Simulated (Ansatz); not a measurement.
**BeS2 and its competing phases**

The calculation used DFT PBE, scalar-relativistic, plane waves, PAW (Ansatz 0.2.0). All cells share a 420 eV cutoff and Γ-centred k meshes spaced about 0.3 Å⁻¹ or finer (0.25 for metals, 2π included). No spin polarisation.

The zero of energy is the elements' standard structures at the same level; no fitted shifts are applied.

All energies are static (0 K, no zero-point motion). No dispersion correction is applied, so the spacing and binding between layers, chains or molecules are poorly described (BeS2 P-42_1m). The reference form of S is held partly by dispersion forces, which this level lacks.

The competitors are the elements and 1 reference phase of this chemical system (from databases or known types: BeS), relaxed at the same level; other known phases may be missing.

The candidate was reached from: a cell proposed by chemical analogy.

```
CELL_PARAMETERS angstrom
4.67588 0.00000 0.00000
0.00000 4.67588 0.00000
0.00000 0.00000 5.89069
ATOMIC_POSITIONS crystal
Be 0.00000 0.00000 0.00000
Be 0.50000 0.50000 0.00000
S 0.84012 0.34012 0.19587
S 0.15988 0.65988 0.19587
S 0.34012 0.15988 0.80412
S 0.65988 0.84012 0.80412
```

The lowest competing mixture at this composition:

| phase | space group | source | share of atoms | ΔE_f (eV/atom) |
| --- | --- | --- | --- | --- |
| S | - | element | 0.3333 | -0.0011 |
| BeS | F-43m (No. 216) | COD | 0.6667 | -1.070 |

The lowest database cell of S (-0.0011) lies slightly below the reference, hence the non-zero entry.

Question: What are the hull's energy here, the candidate's formation energy and its margin?

Answer: The hull lies at -0.714 eV/atom, the weighted sum of the last column. The candidate has -0.586 eV/atom, which is 128 meV/atom above it. The candidate matches no cell in the subsets of the Crystallography Open Database and the Materials Project at hand. It is metastable at best. Phonons aren't part of this comparison. It holds S–S pairs (shortest 2.11 Å).
